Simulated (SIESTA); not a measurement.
Here is a SIESTA 5.4.2 calculation.

File Re.fdf:

```
SystemName                      Re
SystemLabel                     Re
NumberOfSpecies                 1
NumberOfAtoms                   4
%block ChemicalSpeciesLabel
  1  75 Re
%endblock ChemicalSpeciesLabel

LatticeConstant                 1.0 Ang
%block LatticeVectors
     2.7663873939     0.0000000000     0.0000000000
    -1.3831936969     2.3957617598     0.0000000000
     0.0000000000     0.0000000000     8.9388451600
%endblock LatticeVectors
AtomicCoordinatesFormat         Fractional
%block AtomicCoordinatesAndAtomicSpecies
     0.6666666667     0.3333333333     0.7500000000  1  Re
     0.0000000000     0.0000000000     0.5000000000  1  Re
     0.3333333333     0.6666666667     0.2500000000  1  Re
     0.0000000000     0.0000000000     0.0000000000  1  Re
%endblock AtomicCoordinatesAndAtomicSpecies

%block kgrid.MonkhorstPack
    8   0   0  0.0
    0   8   0  0.0
    0   0   2  0.0
%endblock kgrid.MonkhorstPack
XC.Functional                   GGA
XC.Authors                      PBEsol
PAO.BasisSize                   DZP
PAO.EnergyShift                 0.003 Ry
Mesh.Cutoff                     800 Ry
Spin                            spin-orbit
%block DM.InitSpin
    1   0.000     0.00     0.00
    2   0.000     0.00     0.00
    3   0.000     0.00     0.00
    4   0.000     0.00     0.00
%endblock DM.InitSpin
WriteOrbMom                     true
OccupationFunction              FD
ElectronicTemperature           0.05 eV
MaxSCFIterations                120
SCF.MustConverge                false
SCF.Mixer.Method                Pulay
SCF.Mixer.Weight                0.25
SCF.Mixer.History               8
SCF.DM.Tolerance                5.0e-05
SCF.H.Tolerance                 1.0e-03 eV
WriteForces                     true
Charge.Mulliken                 end
BandLinesScale                  ReciprocalLatticeVectors
%block BandLines
    1    0.000000   0.000000   0.000000  \Gamma
   13    0.500000   0.000000   0.000000  M
    7    0.333333   0.333333   0.000000  K
   15    0.000000   0.000000   0.000000  \Gamma
    3    0.000000   0.000000   0.500000  A
   13    0.500000   0.000000   0.500000  L
    7    0.333333   0.333333   0.500000  H
   15    0.000000   0.000000   0.500000  A
    1    0.500000   0.000000   0.500000  L
    3    0.500000   0.000000   0.000000  M
    1    0.333333   0.333333   0.000000  K
    3    0.333333   0.333333   0.500000  H
%endblock BandLines
%block PAO.Basis
  Re 5
  n=5 0 2
    2.961 0.000
  n=6 0 2
    7.253 0.000
  n=5 1 2
    3.525 0.000
  n=6 1 1
    7.253
  n=5 2 2
    6.217 0.000
%endblock PAO.Basis
```

Potentials or basis: PseudoDojo 0.4 standard (PBEsol files, fully relativistic), DZP (energy shift 0.003 Ry; two zetas on semicore shells).

The run is started by

```sh
$ siesta Re.fdf > Re.out 2>&1
```

Q: What does it give for the band gap on the k mesh?

A: None (metal or under the smearing width).

Q: What does it give for the net moment?

A: 0.00 μB per cell.

Stress tensor (GPa, compression positive):
```
-7.85  0.00  0.00
 0.00 -7.85  0.00
 0.00  0.00 -7.39
```

Caveat: short orbitals over semicore shells can move pressures by several GPa; the basis of atomic orbitals isn't converged, which shifts pressures, moduli and gaps.
